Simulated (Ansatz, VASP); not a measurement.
LiCl in VASP and in Ansatz

The input INCAR:

```
PREC     = Accurate       # precision mode
ENCUT    = 520            # plane-wave cutoff, eV
EDIFF    = 1E-7           # SCF threshold, eV
ISMEAR   = 0              # smearing method
SIGMA    = 0.1            # smearing width, eV
LREAL    = F              # projectors in reciprocal space
LASPH    = T              # aspherical terms in the spheres
NELM     = 60             # most SCF steps
ALGO     = Normal         # electronic algorithm
ISIF     = 2              # what is computed and relaxed
LWAVE    = F              # write WAVECAR
LCHARG   = T              # write CHGCAR
GGA      = PE             # functional
LELF     = T              # ELF
LVHAR    = T            
NBANDS   = 18             # bands
```

The input KPOINTS:

```
regular mesh
0
Gamma
  6 6 6
```

The input POSCAR:

```
LiCl
1.0
    0.0000000000     -2.5744533106     -2.5744533106
   -2.5744533106      0.0000000000     -2.5744533106
    2.5744533106      2.5744533106     -5.1489066212
Li Cl
2 2
Direct
    0.2500000000      0.2500000000      0.2500000000
    0.7500000000      0.7500000000      0.7500000000
    0.0000000000      0.0000000000      0.0000000000
    0.5000000000      0.5000000000      0.5000000000
```

Input for Ansatz:

```yaml
crystal:
  lattice:
    - [0.0, -2.5744533106, -2.5744533106]
    - [-2.5744533106, 0.0, -2.5744533106]
    - [2.5744533106, 2.5744533106, -5.1489066212]
  atoms:
    - { symbol: Li, position: [0.25, 0.25, 0.25] }
    - { symbol: Li, position: [0.75, 0.75, 0.75] }
    - { symbol: Cl, position: [0.0, 0.0, 0.0] }
    - { symbol: Cl, position: [0.5, 0.5, 0.5] }
basis:
  ecutwfc: 420
kpoints:
  mp_grid: { grid: [6, 6, 6] }
hamiltonian:
  xc: pbe
scf:
  occupations: { method: gaussian, width: 0.1 }
  lower_state_search: "off"
output:
  forces: true
  stress: true
  eigenvalues: true
```

Alike in both runs: task single point; functional PBE; k mesh 6 × 6 × 6; occupations gaussian, width 0.1 eV; no spin polarisation.

```csv
,VASP,Ansatz
version,VASP 6.6.1,Ansatz 0.2.0
potentials or method,"VASP PAW PBE potentials, release 64 (Li_sv, Cl)","scalar-relativistic, plane waves, PAW"
plane-wave cutoff (eV),520,420
valence electrons in the cell,20,20
```

```tsv
	VASP	Ansatz	Ansatz less VASP
gap on the k mesh at the Fermi level (eV)	6.28	6.26	-0.012
least direct gap on the mesh (eV)	6.28	6.26	-0.012
```

 A k mesh can miss the band edges.
